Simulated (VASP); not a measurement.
Set up this calculation in VASP 6.6.1, as the native input.

```
Task                   : relaxation of cell and atoms
Functional             : PBE
Dispersion             : D3(BJ)
Potentials or basis    : VASP PAW PBE potentials, release 64 (Pt, Se)
Cutoff                 : 520 eV
k mesh                 : 3 × 3 × 1
Occupations            : gaussian, width 0.02 eV
Spin                   : no spin polarisation
Further INCAR settings : ALGO = Normal; EDIFF = 1e-07; IBRION = 2; EDIFFG = -0.002; NSW = 80; ISIF = 3
```

The structure of PtSe2 lies in POSCAR:

```
PtSe2
1.0
    3.7240000000      0.0000000000      0.0000000000
   -1.8620000000      3.2250786000      0.0000000000
    0.0000000000      0.0000000000      5.0620000000
Pt Se
1 2
Direct
    0.0000000000      0.0000000000      0.0000000000
    0.3333333300      0.6666666700      0.2500000000
    0.6666666700      0.3333333300      0.7500000000
```

The input as run:

INCAR

```
SYSTEM = PtSe2
PREC = Accurate ; ENCUT = 520
EDIFF = 1E-7 ; ISMEAR = 0
SIGMA = 0.02 ; LREAL = .FALSE.
LASPH = .TRUE. ; NELM = 60
ALGO = Normal ; ISIF = 3
LWAVE = .FALSE. ; LCHARG = .FALSE.
GGA = PE ; IVDW = 12
IBRION = 2 ; NSW = 80
EDIFFG = -0.002
```

KPOINTS

```
Automatic mesh
0
G
  3 3 1
  0 0 0
```

Potentials or basis: VASP PAW PBE potentials, release 64 (Pt, Se).

Launch:

```sh
$ cat potpaw_PBE.64/Pt/POTCAR potpaw_PBE.64/Se/POTCAR > POTCAR
$ mpirun -np 4 vasp_std > vasp.out
```

It gave:

| Quantity | Value |
| --- | --- |
| Relaxed volume | 19.77 Å³/atom |
| Relaxed cell | a = 3.712 Å, b = 3.712 Å, c = 4.972 Å, α = 90.00°, β = 90.00°, γ = 120.00° |
| Space group after relaxing (to 0.05 Å) | P-3m1 (No. 164) |
| Energy gained by relaxing | 17.1 meV/atom |
| Ionic steps | 12 |
| Pressure after relaxing | 0.0 GPa |
| Band gap on the k mesh | none (metal or under the smearing width) |
| Dispersion energy per atom | -0.490 eV |

Caveat: the k mesh is coarse (spacing up to 1.24 Å⁻¹), so the values aren't converged; pairwise dispersion overbinds metals, which lowers pressure and volume.

Run time: 15 s on 4 MPI ranks on Intel(R) Xeon(R) Platinum 8375C CPU @ 2.90GHz (Ice Lake), on a shared host, peak memory 0.13 GiB a rank.
